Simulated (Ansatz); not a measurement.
## MnS under changes of volume

One of the cells (15.133 Å³/atom); the others are scaled copies at fixed shape and fractional positions:

```
Mn S
1.0
     0.00000    2.47346    2.47346
     2.47346    0.00000    2.47346
     2.47346    2.47346    0.00000
Mn S
1 1
Direct
  0.00000 0.00000 0.00000
  0.75000 0.75000 0.75000
```

The cell is a database's computed one.

| Property | Result |
| --- | --- |
| Program | Ansatz 0.2.0 |
| Functional | PBEsol |
| Potentials or basis | all-electron LAPW, scalar-relativistic |
| Cutoff | 344 eV (chosen from the basis error) |
| Basis error allowed | 0.001 eV/atom |
| k mesh | 9 × 9 × 9 |
| Occupations | fermi-dirac, width 0.05 eV |
| Spin | collinear spin, ferromagnetic start |
| Starting moments | [4.0, 0.0] μB |

```csv
volume (Å³/atom),energy over the lowest point (meV/atom),pressure (GPa),moment (μB per cell)
14.225,?,?,?
14.527,2.78,3.1,0.19
14.830,0.00,-0.1,0.22
15.133,3.05,-3.0,0.24
15.435,11.31,-5.6,0.26
15.738,24.24,-7.9,0.28
16.041,41.33,-10.0,0.30
```

Question: What does the run at 14.225 Å³/atom give?

Answer: Energy over the lowest point 12.04 meV/atom; pressure 6.8 GPa; moment 0.15 μB per cell.

Worked out: A Birch-Murnaghan fit of order 3 (a polynomial in V^(-2/3)) to the other rows has its minimum at 14.82 Å³/atom with B0 = V·E''(V) = 152 GPa and B' = 4.6. It gives 12.09 meV/atom at 14.225 Å³/atom, against the run's 12.04, and -dE/dV = 6.8 GPa, against 6.8. A straight line through the other rows of the moment, of slope 0.0708 μB per Å³/atom, extrapolates to 0.17 μB, against the run's 0.15.

Energies are extrapolated to zero smearing.

Caveats: the moment fell far below its start of 4 μB, so a state of higher moment may lie lower in energy; the starting moments weren't kept.
